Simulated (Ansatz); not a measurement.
# AlN: a vibration from a frozen displacement

Theory: Ansatz, DFT PBE, scalar-relativistic, plane waves, PAW. Cutoff 420 eV, Γ-centred 10×10×10 k-points, Gaussian smearing of 0.05 eV. No spin polarisation. Energies are free energies at this smearing, counted from the undisturbed cell; pressure is positive in compression.

The starting cell (relaxed at this level; this zinc-blende form isn't the usual structure):

```
Al N
1.0
     0.00000    2.20159    2.20159
     2.20159    0.00000    2.20159
     2.20159    2.20159    0.00000
Al N
1 1
Cartesian
  0.0000 0.0000 0.0000
  3.3024 3.3024 3.3024
```

Every N atom is moved by x along the Cartesian unit vector (1.000, 0.000, 0.000); the cell and all other atoms stay fixed. The cell's volume is 21.34 Å³; the moved atoms weigh 14.007 u together and the others 26.982 u. Some rows repeat others by symmetry and weren't run.

```csv
x (Å),ΔE (meV/cell),total force on the moved atoms along the move (eV/Å),pressure (GPa)
-0.5000,1496.46,5.1486,25.3350
-0.4375,1183.38,4.8462,19.9954
-0.3750,893.49,4.4093,15.0694
-0.3125,634.66,3.8554,10.6863
-0.2500,413.61,3.2032,6.9550
-0.1875,235.91,2.4718,3.9633
-0.1250,105.88,1.6809,1.7787
-0.0625,26.63,0.8504,0.4491
0.0000,0.00,0.0000,0.0027
0.0625,26.63,-0.8504,0.4491
0.1250,105.88,-1.6809,1.7787
0.1875,235.91,-2.4718,3.9633
0.2500,413.61,-3.2032,6.9550
0.3125,634.66,-3.8554,10.6863
0.3750,893.49,-4.4093,15.0694
0.4375,1183.38,-4.8462,19.9954
0.5000,1496.46,-5.1486,25.3350
```

Task: What frequency belongs to this motion?

Result: The force constant is k = −dF/dx = 13.606 eV/Å², from the parabola through x = -0.0625, 0 and 0.0625. In every cell the moved atoms swing against the rest, so the mass is μ = m₁m₂/(m₁ + m₂) = 9.220 u, and ν̃ = 521.5 cm⁻¹ × √(|k|/μ) = 633 cm⁻¹. To first order in x, and within 1 %, the force on every atom lies along the move and, within each of the two groups, in proportion to the atom's mass, so this is itself a mode at the zone centre of this cell, taken without macroscopic field (the transverse frequency in a polar insulator).

Task: How far does the harmonic law reach?

Result: At x = -0.500 Å, kx²/2 = 1700.80 meV against the computed 1496.46 meV (-12.0 %): the well softens in this direction at large amplitude.

Task: The pressure changes with x². What does that say about the frequency under compression?

Result: With E = k(V)x²/2, k ∝ V^(−2γ) and x scaling with the cell as V^(1/3), P − P0 = −∂E/∂V = (2γ − 2/3) ΔE/V. At x = 0.1250 Å, V(P − P0) = 21.34 × 1.77598 / 160.2 eV = 236.57 meV and ΔE = 105.88 meV, so γ = 1/3 + V(P − P0)/(2ΔE) = 1.45. This is the Grüneisen parameter of the motion under uniform scaling of the cell: shrinking the cell evenly by 1 % in volume raises the frequency by about 1.45 %.